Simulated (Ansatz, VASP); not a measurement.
# Al2Au in VASP and in Ansatz

```
CELL_PARAMETERS angstrom
0.00000 2.97479 2.97479
2.97479 0.00000 2.97479
2.97479 2.97479 0.00000
ATOMIC_POSITIONS crystal
Al 0.25000 0.25000 0.25000
Al 0.75000 0.75000 0.75000
Au 0.00000 0.00000 0.00000
```

Alike in both runs: task single point; functional r2SCAN; dispersion D3(BJ); k mesh 7 × 7 × 7; occupations fermi-dirac, width 0.2 eV; no spin polarisation.

|  | VASP | Ansatz |
| --- | --- | --- |
| version | VASP 6.6.1 | Ansatz 0.2.0 |
| potentials or method | VASP PAW PBE potentials, release 64 (Al, Au) | plane waves, norm-conserving potentials |
| plane-wave cutoff (eV) | 520 | 1034 |
| valence electrons in the cell | 17 | 25 |

VASP gave:

| Property | Result |
| --- | --- |
| dispersion energy (meV/atom) | -194.7 |

Estimate Ansatz's values.

dispersion energy (meV/atom): -194.8.

The two sets of potentials don't hold the same shells in valence. Ansatz warned: «dispersion_damping_borrowed».

 Spin-orbit coupling is left out, which matters for the levels of Au.
